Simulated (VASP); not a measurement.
A run of VASP 6.6.1:

INCAR

```
  PREC = Accurate
  ENCUT = 520
  EDIFF = 1E-6
  ISMEAR = -1
  SIGMA = 0.05
  LREAL = False
  LASPH = True
  NELM = 150
  ALGO = Fast
  ISIF = 2
  LWAVE = False
  LCHARG = False
  ISPIN = 2
  MAGMOM = 0 0
  LORBIT = 11
  LMAXMIX = 4
  GGA = PE
  IVDW = 12
  IBRION = 2
  NSW = 60
  EDIFFG = -0.005
```

The input KPOINTS:

```
regular mesh
0
Gamma
  11 11 11
```

The input POSCAR:

```
CoO
1.0
    1.5654430000      0.8582590000      2.4729860000
   -1.4286480000      0.8528260000      2.3905160000
    0.0636930000     -1.7700980000      2.4527730000
Co O
1 1
Selective dynamics
Direct
    0.0000000000      0.0000000000      0.0000000000  F F F
    0.5000000000      0.5000000000      0.5000000000  T T T
```

Potentials or basis: VASP PAW PBE potentials, release 64 (Co, O).

The run is started by

```bash
$ cat potpaw_PBE.64/Co/POTCAR potpaw_PBE.64/O/POTCAR > POTCAR
$ mpirun -np 1 vasp_std > vasp.out
```

Hardware: 1 thread of Intel(R) Xeon(R) Platinum 8488C (Sapphire Rapids) (shared host).

Question: How long does it take, and how much memory?

Answer: Run time: 3 min on 1 thread of Intel(R) Xeon(R) Platinum 8488C (Sapphire Rapids), on a shared host, peak memory 0.37 GiB. Counts: scf iterations 18, k points 666, ion steps 1.
